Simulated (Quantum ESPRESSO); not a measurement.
The system is HfN.

```
CELL_PARAMETERS angstrom
3.13391 0.00000 0.00000
-1.56695 2.71404 0.00000
0.00000 0.00000 5.41677
ATOMIC_POSITIONS crystal
Hf 0.33333 0.66667 0.25000
Hf 0.66667 0.33333 0.75000
N 0.00000 0.00000 0.50000
N 0.00000 0.00000 0.00000
```

The cell comes from a database or a generator and needn't be the stable form of this composition.

- Program: Quantum ESPRESSO 7.5
- Task: single point
- Functional: PBE
- Potentials or basis: SSSP 1.3 efficiency PBE
- Cutoff: 816 eV
- Density cutoff: 6531 eV
- k mesh: 10 × 10 × 5
- Occupations: fermi-dirac, width 0.05 eV
- Spin: no spin polarisation

On this cell: pressure 5.3 GPa; largest force under 0.003 eV/Å; band gap on the k mesh none (metal or under the smearing width).

The same run follows on a disturbed copy (atoms moved at random, drawn with an rms of 0.05 Å):

```
Hf N
1.0
     3.13391    0.00000    0.00000
    -1.56695    2.71404    0.00000
     0.00000    0.00000    5.41677
Hf N
2 2
Direct
  0.33366 0.65416 0.25049
  0.66144 0.33566 0.74992
  0.00764 0.99647 0.49177
  0.00460 0.00224 0.99334
```

Q: What changes?

A: The energy (extrapolated to zero smearing) moves by +8.0 meV/atom; pressure 5.7 GPa; largest force 0.577 eV/Å; band gap on the k mesh none (metal or under the smearing width).

Forces on the atoms (eV/Å):
```
Hf  -0.011  0.315 -0.448
Hf   0.388 -0.074 -0.379
N   -0.279 -0.044  0.504
N   -0.099 -0.197  0.323
```

Stress tensor (GPa, compression positive):
```
 6.08 -0.33 -0.10
-0.33  5.65 -0.02
-0.10 -0.02  5.40
```
